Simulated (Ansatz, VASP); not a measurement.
Ga in VASP and in Ansatz

```xyz
2
Lattice="0.0000 3.0124 3.0124 3.0124 0.0000 3.0124 3.0124 3.0124 0.0000" Properties=species:S:1:pos:R:3 pbc="T T T"
Ga    0.7531    0.7531    0.7531
Ga    5.2717    5.2717    5.2717
```

Alike in both runs: task single point; functional revPBE; k mesh 10 × 10 × 10; occupations fermi-dirac, width 0.1 eV; no spin polarisation.

|  | VASP | Ansatz |
| --- | --- | --- |
| version | VASP 6.6.1 | Ansatz 0.2.0 |
| potentials or method | VASP PAW PBE potentials, release 64 (Ga_d) | plane waves (420 eV) with PAW, scalar-relativistic |
| plane-wave cutoff (eV) | 520 | 420 |
| valence electrons in the cell | 26 | 26 |

VASP gave:

```
pressure (GPa) : -1.0
```

Which values does Ansatz return?

Pressure (GPa): -1.1.

Caveats: the PAW data sets were made with another functional, which shifts forces and pressure a little (VASP).
